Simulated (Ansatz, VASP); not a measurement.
**Two plane-wave programs on CdSe (Cadmoselite)**

```
Cd Se
1.0
     4.20461    0.00000    0.00000
    -2.10231    3.64130    0.00000
     0.00000    0.00000    7.00703
Cd Se
2 2
Direct
  0.33333 0.66667 0.00706
  0.66667 0.33333 0.50706
  0.33333 0.66667 0.37794
  0.66667 0.33333 0.87794
```

Change from the starting cell: in-plane strain -0.01, out-of-plane length and atoms relaxed by PAW.

Alike in both runs: functional LDA; k mesh 6 × 6 × 4; no spin polarisation.

Ansatz relaxed the structure, and its values are those at the end. VASP's run is a single point on that final structure, the one shown.

|  | VASP | Ansatz |
| --- | --- | --- |
| version | VASP 6.6.1 | Ansatz 0.2.0 |
| potentials or method | VASP PAW LDA potentials, release 64 (Cd, Se) | PAW with Ansatz's default frozen-core files, scalar-relativistic |
| plane-wave cutoff (eV) | 520 | 420 |
| occupations | gaussian, width 0.01 eV | fixed |
| valence electrons in the cell | 36 | 72 |

Ansatz gave:

| Item | Value |
| --- | --- |
| pressure (GPa) | 0.6 |

Q: What did VASP give for the same quantities?

A: Pressure (GPa): 1.1.

The two sets of potentials don't hold the same shells in valence.
